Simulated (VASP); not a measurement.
# GaSb (F-43m) in VASP: band structure with HSE06

Aim: the band structure of GaSb with HSE06.

Everything below comes from runs of VASP 6.6.1. Logs are shortened: lines on timing, memory, paths and dates and some standing lists are left out, and cuts for length are marked.

**Measured values to compare with.**

A printed reference work, data compilation reports, for a bulk crystal of GaSb at 4.2 K: band gap 0.811 eV (direct).

How close the calculation comes is told below.

**1. The structure**

Symmetry: F-43m, No. 216, cubic system. Conventional cell: a = 6.118 Å, b = 6.118 Å, c = 6.118 Å, α = 90.00°, β = 90.00°, γ = 90.00°. Ga (site symmetry -43m) has 4 Sb at 2.65 Å as nearest neighbours. Around Sb (site symmetry -43m) lie 4 Ga at 2.65 Å.

**2. Band structure, HSE06**

POSCAR reads:

```
GaSb
1.0
    0.0000000000      3.0590000000      3.0590000000
    3.0590000000      0.0000000000      3.0590000000
    3.0590000000      3.0590000000      0.0000000000
Ga Sb
1 1
Direct
    0.0000000000      0.0000000000      0.0000000000
    0.2500000000      0.2500000000      0.2500000000
```

INCAR.step1 reads:

```
SYSTEM = GaSb
PREC = Accurate
ENCUT = 520
EDIFF = 1E-5
ISMEAR = 0
SIGMA = 0.02
LREAL = .FALSE.
LASPH = .TRUE.
NELM = 60
ALGO = Normal
ISIF = 2
LWAVE = .TRUE.
LCHARG = .FALSE.
KPAR = 4
GGA = PE
```

INCAR.step2 reads:

```
SYSTEM = GaSb
PREC = Accurate
ENCUT = 520
EDIFF = 1E-7
ISMEAR = 0
SIGMA = 0.02
LREAL = .FALSE.
LASPH = .TRUE.
NELM = 60
ALGO = Normal
ISIF = 2
LWAVE = .FALSE.
LCHARG = .FALSE.
GGA = PE
LHFCALC = .TRUE.
HFSCREEN = 0.2
PRECFOCK = Fast
KPAR = 4
ISTART = 1
```

KPOINTS reads:

```
Automatic mesh
0
G
  6 6 6
  0 0 0
```

KPOINTS_OPT reads:

```
path GXWKGLUWLK,UX
12
line-mode
reciprocal
 0.0000000000  0.0000000000  0.0000000000  G
 0.5000000000  0.0000000000  0.5000000000  X

 0.5000000000  0.0000000000  0.5000000000  X
 0.5000000000  0.2500000000  0.7500000000  W

 0.5000000000  0.2500000000  0.7500000000  W
 0.3750000000  0.3750000000  0.7500000000  K

 0.3750000000  0.3750000000  0.7500000000  K
 0.0000000000  0.0000000000  0.0000000000  G

 0.0000000000  0.0000000000  0.0000000000  G
 0.5000000000  0.5000000000  0.5000000000  L

 0.5000000000  0.5000000000  0.5000000000  L
 0.6250000000  0.2500000000  0.6250000000  U

 0.6250000000  0.2500000000  0.6250000000  U
 0.5000000000  0.2500000000  0.7500000000  W

 0.5000000000  0.2500000000  0.7500000000  W
 0.5000000000  0.5000000000  0.5000000000  L

 0.5000000000  0.5000000000  0.5000000000  L
 0.3750000000  0.3750000000  0.7500000000  K

 0.6250000000  0.2500000000  0.6250000000  U
 0.5000000000  0.0000000000  0.5000000000  X
```

Potentials or basis: VASP PAW PBE potentials, release 64 (Ga_d, Sb).

On the command line:

```bash
$ cat potpaw_PBE.64/Ga_d/POTCAR potpaw_PBE.64/Sb/POTCAR > POTCAR
$ cp INCAR.step1 INCAR
$ mpirun -np 4 vasp_std > vasp.out
$ cp INCAR.step2 INCAR
$ mpirun -np 4 vasp_std > vasp.out
```

OUTCAR:

```text
SYSTEM = GaSb
   PREC = Accurate
   ENCUT = 520
   EDIFF = 1E-7
   ISMEAR = 0
   LREAL = .FALSE.
   LASPH = .TRUE.
   NELM = 60
   ISIF = 2
   GGA = PE
   LHFCALC = .TRUE.
   HFSCREEN = 0.2
   PRECFOCK = Fast
   ISTART = 1

 ion  position               nearest neighbor table
   1  0.000  0.000  0.000-   2 2.65   2 2.65   2 2.65   2 2.65
   2  0.250  0.250  0.250-   1 2.65   1 2.65   1 2.65   1 2.65

  LATTYP: Found a face centered cubic cell.
 ALAT       =     6.1180000000

  Lattice vectors:

 A1 = (   0.0000000000,   3.0590000000,   3.0590000000)
 A2 = (   3.0590000000,   0.0000000000,   3.0590000000)
 A3 = (   3.0590000000,   3.0590000000,   0.0000000000)

Analysis of symmetry for initial positions (statically):
=====================================================================
 Subroutine PRICEL returns:
 Original cell was already a primitive cell.

 Routine SETGRP: Setting up the symmetry group for a
 face centered cubic supercell.

 Subroutine GETGRP returns: Found 24 space group operations
 (whereof 24 operations were pure point group operations)
 out of a pool of 48 trial point group operations.

The static configuration has the point symmetry T_d .

Analysis of symmetry for dynamics (positions and initial velocities):
=====================================================================
 Subroutine PRICEL returns:
 Original cell was already a primitive cell.

 Routine SETGRP: Setting up the symmetry group for a
 face centered cubic supercell.

 Subroutine GETGRP returns: Found 24 space group operations
 (whereof 24 operations were pure point group operations)
 out of a pool of 48 trial point group operations.

The dynamic configuration has the point symmetry T_d .

 Subroutine INISYM returns: Found 24 space group operations
 (whereof 24 operations are pure point group operations),
 and found     1 'primitive' translations

----------------------------------------------------------------------------------------

                                     Primitive cell

  volume of cell :      57.2491

  direct lattice vectors                    reciprocal lattice vectors
     0.000000000  3.059000000  3.059000000    -0.163452109  0.163452109  0.163452109
     3.059000000  0.000000000  3.059000000     0.163452109 -0.163452109  0.163452109
     3.059000000  3.059000000  0.000000000     0.163452109  0.163452109 -0.163452109

  length of vectors
     4.326079287  4.326079287  4.326079287     0.283107357  0.283107357  0.283107357

  position of ions in fractional coordinates (direct lattice)
     0.000000000  0.000000000  0.000000000
     0.250000000  0.250000000  0.250000000

  ion indices of the primitive-cell ions
   primitive index   ion index
                 1           1
                 2           2

----------------------------------------------------------------------------------------

 KPOINTS: Automatic mesh

Automatic generation of k-mesh.
 Grid dimensions read from file:
 generate k-points for:    6    6    6

 Generating k-lattice:

  Cartesian coordinates                     Fractional coordinates (reciprocal lattice)
    -0.027242018  0.027242018  0.027242018     0.166666667  0.000000000  0.000000000
     0.027242018 -0.027242018  0.027242018     0.000000000  0.166666667  0.000000000
     0.027242018  0.027242018 -0.027242018     0.000000000  0.000000000  0.166666667

  Length of vectors
     0.047184559  0.047184559  0.047184559

  Shift w.r.t. Gamma in fractional coordinates (k-lattice)
     0.000000000  0.000000000  0.000000000

 Subroutine IBZKPT returns following result:
 ===========================================

 Found     16 irreducible k-points:

 Following reciprocal coordinates:
            Coordinates               Weight
  0.000000  0.000000  0.000000      1.000000
  0.166667  0.000000  0.000000      8.000000
  0.333333  0.000000  0.000000      8.000000
  0.500000  0.000000  0.000000      4.000000
  0.166667  0.166667  0.000000      6.000000
  0.333333  0.166667  0.000000     24.000000
[... 8 lines left out ...]
 -0.333333  0.333333  0.166667     24.000000
 -0.333333  0.500000  0.166667     12.000000
   k-points           NKPTS =     16   k-points in BZ     NKDIM =    216   number of bands    NBANDS=     13
   number of dos      NEDOS =    301   number of ions     NIONS =      2
   total plane-waves  NPLWV =  32768
   dimension x,y,z NGX =    32 NGY =   32 NGZ =   32
   dimension x,y,z NGXF=    64 NGYF=   64 NGZF=   64
   ions per type =               1   1
   NGX,Y,Z   is equivalent  to a cutoff of  12.30, 12.30, 12.30 a.u.
   NGXF,Y,Z  is equivalent  to a cutoff of  24.59, 24.59, 24.59 a.u.
 SYSTEM =  GaSb
   PREC   = accura    normal or accurate (medium, high low for compatibility)
   ISTART =      1    job   : 0-new  1-cont  2-samecut
   ICHARG =      0    charge: 1-file 2-atom 10-const
   ISPIN  =      1    spin polarized calculation?
   LNONCOLLINEAR =      F non collinear calculations
   LSORBIT =      F    spin-orbit coupling
   LASPH  =      T    aspherical Exc in radial PAW
   ENCUT  =  520.0 eV  38.22 Ry    6.18 a.u.   8.04  8.04  8.04*2*pi/ulx,y,z
   NELM   =     60;   NELMIN=  2; NELMDL=  0     # of ELM steps
   EDIFF  = 0.1E-06   stopping-criterion for ELM
   LREAL  =      F    real-space projection
   EDIFFG = 0.1E-05   stopping-criterion for IOM
   NSW    =      0    number of steps for IOM
   IBRION =     -1    ionic relax: 0-MD 1-quasi-New 2-CG
   NFREE  =      0    steps in history (QN), initial steepest desc. (CG)
   ISIF   =      2    stress and relaxation
   ISYM   =      3    0-nonsym 1-usesym 2-fastsym
   POTIM  = 0.5000    time-step for ionic-motion
   TEBEG  =    0.0;   TEEND  =   0.0 temperature during run
   PSTRESS=    0.0 pullay stress
   NELECT =      18.0000    total number of electrons
   NUPDOWN=      -1.0000    fix difference up-down
   EMIN   =  10.00;   EMAX   =-10.00  energy-range for DOS
   EFERMI =   0.00;   METHOD = LEGACY
   ISMEAR =     0;   SIGMA  =   0.02  broadening in eV -4-tet -1-fermi 0-gaus
   EFERMI_NEDOS =   21; number of points for ismear=-14 and -15
   IALGO  =     38    algorithm
   IMIX   =      1    mixing-type and parameters
     AMIX     =   0.40;   BMIX     =  1.00
     AMIX_MAG =   1.60;   BMIX_MAG =  1.00
  volume/ion in A,a.u.               =      28.62       193.17
  Fermi-wavevector in a.u.,A,eV,Ry     =   1.113208  2.103657 16.860766  1.239231
  Thomas-Fermi vector in A             =   2.249790
   LORBIT       =      0    0 simple, 1 ext, 2 COOP (PROOUT), +10 PAW based schemes
   GGA     = PE    functional components
   LHFCALC =     T    Hartree Fock is set to
   PRECFOCK=fast      Normal, Fast or Accurate (Low or Medium for compatibility)
   ENCUT4O =  -1.0   cutoff for four orbital integrals eV
   NKREDX  =     1    reduce k-point grid by
   NKREDY  =     1    reduce k-point grid by
   NKREDZ  =     1    reduce k-point grid by
   AEXX    =    0.2500 exact exchange contribution
   HFSCREEN=    0.2000 screening length (either q_TF or 0.3 A-1)
   HFSCREENC=   0.2000 screening length for correlation (either q_TF or 0.3 A-1)
   ENCUTFOCK=  -1.0 apply spherical cutoff to Coloumb kernel
   IVDW    =     0    specifies the selected vdW correction
   LEPSILON=     F    determine dielectric tensor
   LRPA    =     F    only Hartree local field effects (RPA)
 non-spin polarized calculation
 Gauss-broadening in eV      SIGMA  =   0.02
  energy-cutoff  :      520.00
  volume of cell :       57.25
 maximum number of plane-waves:      1572
  NGX = 18; NGY = 18; NGZ = 18

 number of electron      17.9999986 magnetization

 Free energy of the ion-electron system (eV)
  ---------------------------------------------------
  ext. energy  EPLUGINS =         0.00000000
  ---------------------------------------------------
  free energy    TOTEN  =        -8.95427612 eV

  energy without entropy =       -8.95427612  energy(sigma->0) =       -8.95427612

 E-fermi :   4.5505     XC(G=0):  -7.5669

 val. band max:        4.4664126251   @ k =   0.0000   0.0000   0.0000
 cond. band min:       5.3261900351   @ k =   0.0000   0.0000   0.0000
 fundamental gap:      0.8597774101
 Fermi energy:         4.5505147005

 k-point     1 :       0.0000    0.0000    0.0000
  band No.  band energies     occupation
      1     -13.2027      2.00000
      2     -13.2027      2.00000
      3     -13.2027      2.00000
      4     -13.1510      2.00000
      5     -13.1510      2.00000
      6      -8.0999      2.00000
      7       4.4664      2.00000
      8       4.4664      2.00000
      9       4.4664      2.00000
     10       5.3262      0.00000
     11       7.9606      0.00000
     12       7.9606      0.00000
     13       7.9606      0.00000

 k-point     2 :       0.1667    0.0000    0.0000
  band No.  band energies     occupation
      1     -13.2072      2.00000
      2     -13.2000      2.00000
      3     -13.2000      2.00000
      4     -13.1513      2.00000
      5     -13.1513      2.00000
      6      -7.7902      2.00000
      7       1.7067      2.00000
      8       4.0464      2.00000
      9       4.0464      2.00000
     10       6.1978      0.00000
     11       8.5331      0.00000
     12       8.5331      0.00000
     13       9.2106      0.00000

 k-point     3 :       0.3333    0.0000    0.0000
  band No.  band energies     occupation
      1     -13.2162      2.00000
      2     -13.1949      2.00000
      3     -13.1949      2.00000
      4     -13.1514      2.00000
      5     -13.1514      2.00000
      6      -6.9596      2.00000
      7      -1.0978      2.00000
      8       3.4554      2.00000
      9       3.4554      2.00000
     10       5.7454      0.00000
     11       8.9964      0.00000
     12       8.9964      0.00000
     13      11.8655      0.00000
[... 177 lines left out ...]
 k-point    15 :      -0.3333    0.3333    0.1667
  band No.  band energies     occupation
      1     -13.2275      2.00000
      2     -13.1886      2.00000
      3     -13.1844      2.00000
      4     -13.1552      2.00000
      5     -13.1509      2.00000
      6      -5.6510      2.00000
      7      -2.4998      2.00000
      8       0.7451      2.00000
      9       1.9297      2.00000
     10       8.0704      0.00000
     11       8.8081      0.00000
     12      10.7774      0.00000
     13      11.3137      0.00000

 k-point    16 :      -0.3333    0.5000    0.1667
  band No.  band energies     occupation
      1     -13.2316      2.00000
      2     -13.1855      2.00000
      3     -13.1814      2.00000
      4     -13.1580      2.00000
      5     -13.1496      2.00000
      6      -5.3349      2.00000
      7      -2.8054      2.00000
      8       1.0256      2.00000
      9       1.2271      2.00000
     10       7.7462      0.00000
     11       7.9748      0.00000
     12      11.4690      0.00000
     13      11.5322      0.00000

------------------------ aborting loop because EDIFF is reached ----------------------------------------

  FORCE on cell =-STRESS in cart. coord.  units (eV):
  Direction    XX          YY          ZZ          XY          YZ          ZX
  --------------------------------------------------------------------------------------
  -------------------------------------------------------------------------------------
  Total        0.0116259      0.0116259      0.0116259     -0.0000000      0.0000000     -0.0000000
  in kB        0.3253622      0.3253622      0.3253622     -0.0000000      0.0000000     -0.0000000
  external PRESSURE =       0.3253622 kB  Pullay stress =       0.0000000 kB

 VOLUME and BASIS-vectors are now :
 -----------------------------------------------------------------------------
  energy-cutoff  :      520.00
  volume of cell :       57.25
      direct lattice vectors                 reciprocal lattice vectors
     0.000000000  3.059000000  3.059000000    -0.163452109  0.163452109  0.163452109
     3.059000000  0.000000000  3.059000000     0.163452109 -0.163452109  0.163452109
     3.059000000  3.059000000  0.000000000     0.163452109  0.163452109 -0.163452109

 POSITION                                       TOTAL-FORCE (eV/Angst)
 -----------------------------------------------------------------------------------
      0.00000      0.00000      0.00000        -0.000000      0.000000      0.000000
      1.52950      1.52950      1.52950         0.000000     -0.000000     -0.000000
 -----------------------------------------------------------------------------------
    total drift:                                0.000015      0.000002      0.000007

  FREE ENERGIE OF THE ION-ELECTRON SYSTEM (eV)
  ---------------------------------------------------
  free  energy   TOTEN  =        -8.9542761154 eV

  energy  without entropy=       -8.9542761154  energy(sigma->0) =       -8.95427612
```

It took 37 min on 4 MPI ranks of Intel Xeon Platinum 8488C (Sapphire Rapids), shared host; peak memory 0.37 GiB.

What came out:

* Free energy: -8.9543 eV
* Pressure: 0.0 GPa
* Band gap on the k mesh: 0.86 eV, direct
* Band gap along the path: 0.86 eV, direct

Levels at the corners of the path, in eV from the valence-band top:
```
point  band 7  band 8  band 9  band 10  band 11  band 12
    Γ    0.00    0.00    0.00     0.86     3.49     3.49
    X   -7.39   -2.79   -2.79     1.50     1.83     9.92
    X   -7.39   -2.79   -2.79     1.50     1.83     9.92
    W   -7.23   -3.62   -3.37     4.56     5.01     5.32
    W   -7.23   -3.62   -3.37     4.56     5.01     5.32
    K   -7.18   -3.90   -2.37     2.03     4.66     7.65
    K   -7.18   -3.90   -2.37     2.03     4.66     7.65
    Γ    0.00    0.00    0.00     0.86     3.49     3.49
    Γ    0.00    0.00    0.00     0.86     3.49     3.49
    L   -6.91   -1.24   -1.24     1.07     4.50     4.50
    L   -6.91   -1.24   -1.24     1.07     4.50     4.50
    U   -7.18   -3.90   -2.37     2.03     4.66     7.65
    U   -7.18   -3.90   -2.37     2.03     4.66     7.65
    W   -7.23   -3.62   -3.37     4.56     5.01     5.32
    W   -7.23   -3.62   -3.37     4.56     5.01     5.32
    L   -6.91   -1.24   -1.24     1.07     4.50     4.50
    L   -6.91   -1.24   -1.24     1.07     4.50     4.50
    K   -7.18   -3.90   -2.37     2.03     4.66     7.65
    U   -7.18   -3.90   -2.37     2.03     4.66     7.65
    X   -7.39   -2.79   -2.79     1.50     1.83     9.92
```

Caveat: the PAW data sets were made with another functional, which shifts forces and pressure a little; spin-orbit coupling is left out, which moves the levels of the heavy elements.

**3. Comparison with measurements**

Step 2. Measured gap of GaSb: 0.811 eV (direct; 4.2 K; a printed reference work, data compilation). This calculation gives 0.86 eV (+0.05 eV). Spin-orbit coupling on Ga, Sb is left out. The value is that of HSE06, without temperature or zero-point motion.
